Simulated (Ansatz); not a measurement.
What DFT gives for AgI

```xyz
4
Lattice="4.6103 0.0000 0.0000 -2.3052 3.9927 0.0000 0.0000 0.0000 7.5436" Properties=species:S:1:pos:R:3 pbc="T T T"
Ag    0.0000    2.6618    0.0000
Ag    2.3052    1.3309    3.7718
I     0.0000    2.6618    2.9043
I     2.3052    1.3309    6.6761
```

Method: PBE, no spin polarisation; PAW, plane waves to 420 eV, 7×7×4 Γ-centred mesh, fermi-dirac occupations (width 0.1 eV) (Ansatz 0.2.0), atoms fixed.

(1) Is it stable against the elements?

(2) Is the cell too large or too small?

(3) Where is the largest force?

(4) How is the charge shared?

(5) What is the band gap?

(6) Describe some of the short contacts.

(7) Which orbitals make up the band edges?

Origin: a database entry at a rescaled volume. Caveats: no spin-orbit coupling, which can shift this gap by tenths of an eV.

## Answers

(1) -0.26 eV an atom against the elements' usual phases (free molecules for gases, crystals otherwise, with no correction for O₂ or N₂), so it is bound against them; other compounds may still compete. Relaxing would lower it.

(2) The pressure is 1.5 GPa (compression positive), so with the atoms held at these fractions the cell would first expand. The principal stresses 0.7, 1.9, 1.9 GPa differ, so its shape would change too.

(3) The largest is on Ag1 (and as large on other atoms): 0.15 eV/Å, components (0.00, 0.00, 0.15). It makes 108° with the line to a nearest neighbour, I4 at 2.80 Å.

(4) Bader charges in e: Ag +0.27, I -0.27. In the mean Ag gives up most and I takes most.

(5) The gap is 1.35 eV, direct at the points sampled. A semilocal functional usually gives too small a gap.

(6) Ag–I at 2.80 Å: least valence density 0.33 e/Å³ and ELF 0.26 there. These are pseudo-fields; inside the PAW spheres they differ from the all-electron ones.

(7) Within 0.7 eV of the edges, the states project mainly on I p (66 %) and Ag d (32 %) below the gap and on Ag s (73 %) and I s (15 %) above it.
